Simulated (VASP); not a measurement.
Crystal: Au.

```
CELL_PARAMETERS angstrom
-1.61981 1.61981 1.61981
1.61981 -1.61981 1.61981
1.61981 1.61981 -1.61981
ATOMIC_POSITIONS crystal
Au 0.00000 0.00000 0.00000
```

This isn't the form of Au at room conditions, which is fcc.

```yaml
Program: VASP 6.6.1
Task: relaxation of cell and atoms
Functional: r2SCAN
Potentials_or_basis: VASP PAW PBE potentials, release 64 (Au)
Cutoff: 600 eV
k_mesh: 18 × 18 × 18
Occupations: gaussian, width 0.1 eV
Spin: no spin polarisation
```

At the start: pressure 6.0 GPa; volume 17.00 Å³/atom.

Task: Where does the relaxation end?

Result: Over 5 steps the energy falls by 10.8 meV/atom and the volume is 17.60 Å³/atom (+3.5 %); space group Im-3m (No. 229, to 0.05 Å).

The path:
| step | energy change (eV) | largest force (eV/Å) | pressure (GPa) | volume (Å³) |
| --- | --- | --- | --- | --- |
| 1 | 0.0000 | 0.0000 | 5.97 | 17.00 |
| 2 | 0.0129 | 0.0000 | -7.06 | 18.61 |
| 3 | -0.0108 | 0.0000 | -0.05 | 17.61 |
| 4 | -0.0108 | 0.0000 | 0.05 | 17.60 |
| 5 | -0.0108 | 0.0000 | 0.04 | 17.60 |

Final structure:
```
Au
1.0
    -1.63868    1.63868    1.63868
     1.63868   -1.63868    1.63868
     1.63868    1.63868   -1.63868
Au
1
Direct
  0.00000 0.00000 0.00000
```

Caveat: the PAW data sets were made with another functional, which shifts forces and pressure a little.
